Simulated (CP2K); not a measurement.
The system is HfO2.

```xyz
12
Lattice="5.5564 0.0000 0.0000 0.0000 3.3336 0.0000 0.0000 0.0000 6.5050" Properties=species:S:1:pos:R:3 pbc="T T T"
Hf    4.1600    2.5002    3.9542
Hf    1.3964    0.8334    2.5508
Hf    1.3818    2.5002    5.8033
Hf    4.1746    0.8334    0.7017
O     3.5533    0.8334    2.7542
O     2.0031    2.5002    3.7508
O     0.7751    0.8334    0.4983
O     4.7813    2.5002    6.0067
O     2.8937    0.8334    5.4736
O     2.6627    2.5002    1.0313
O     0.1155    0.8334    4.2838
O     5.4409    2.5002    2.2212
```

Measurements of this composition are mostly on another form, of space group No. 14.

Base run:

- Program: CP2K 2026.2
- Functional: LDA
- Potentials or basis: POTENTIAL_UZH Hf GTH-PBE-q12, O GTH-PBE-q6; DZVP-MOLOPT-PBE-GTH basis
- Density cutoff: 11565 eV
- k mesh: 4 × 6 × 3
- Occupations: fermi-dirac, width 0.05 eV
- Spin: no spin polarisation

Its results: band gap on the k mesh 3.25 eV, direct; pressure -13.8 GPa; largest force 0.139 eV/Å.

After a change of settings the same cell gave: band gap on the k mesh 3.32 eV, direct; pressure -9.0 GPa; largest force 0.165 eV/Å. Which change was it?
A. functional from LDA to PBE
B. functional from LDA to AM05
C. functional from LDA to PW91
D. functional from LDA to TPSS

B.

AM05 binds less tightly than LDA, so the same cell stands under more pressure.

Caveats: the potentials were made for another functional, which shifts forces and pressure; spin-orbit coupling is left out, which moves the levels of the heavy elements; the basis of atomic orbitals isn't converged, which shifts pressures, moduli and gaps; an odd mesh through Γ misses points on the zone boundary, where band edges often lie (some runs).
